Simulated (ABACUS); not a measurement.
LiCl:

```
CELL_PARAMETERS angstrom
0.00000 2.56477 2.56477
2.56477 0.00000 2.56477
2.56477 2.56477 0.00000
ATOMIC_POSITIONS crystal
Cl 0.50000 0.50000 0.50000
Li 0.00000 0.00000 0.00000
```

- Program: ABACUS 3.10.1
- Task: single point
- Functional: PBE
- Potentials or basis: PseudoDojo NC SR 0.4.1 PBE standard
- Cutoff: 1361 eV
- Density cutoff: 5442 eV
- Basis: DZP LCAO (the cutoffs set its grid)
- k mesh: 9 × 9 × 9
- Occupations: fermi-dirac, width 0.05 eV
- Spin: no spin polarisation

On this cell: pressure 0.9 GPa; largest force zero by symmetry; band gap on the k mesh 6.60 eV, direct.

The same run follows on a disturbed copy (atoms moved at random, drawn with an rms of 0.05 Å):

```
Cl Li
1.0
     0.00000    2.56477    2.56477
     2.56477    0.00000    2.56477
     2.56477    2.56477    0.00000
Cl Li
1 1
Direct
  0.49436 0.52009 0.48159
  0.00738 0.97728 0.00359
```

What changes?

The energy moves by +3.7 meV/atom; pressure 1.1 GPa; largest force 0.114 eV/Å; band gap on the k mesh 6.58 eV, direct.

Forces on the atoms (eV/Å):
```
Cl  -0.045  0.081 -0.067
Li   0.045 -0.081  0.067
```

Stress tensor (GPa, compression positive):
```
 1.00  0.02 -0.01
 0.02  1.24  0.03
-0.01  0.03  1.13
```

Caveats: the atomic orbitals were generated for these runs and aren't a published set; an odd mesh through Γ misses points on the zone boundary, where band edges often lie; the basis of atomic orbitals isn't converged, which shifts pressures, moduli and gaps.
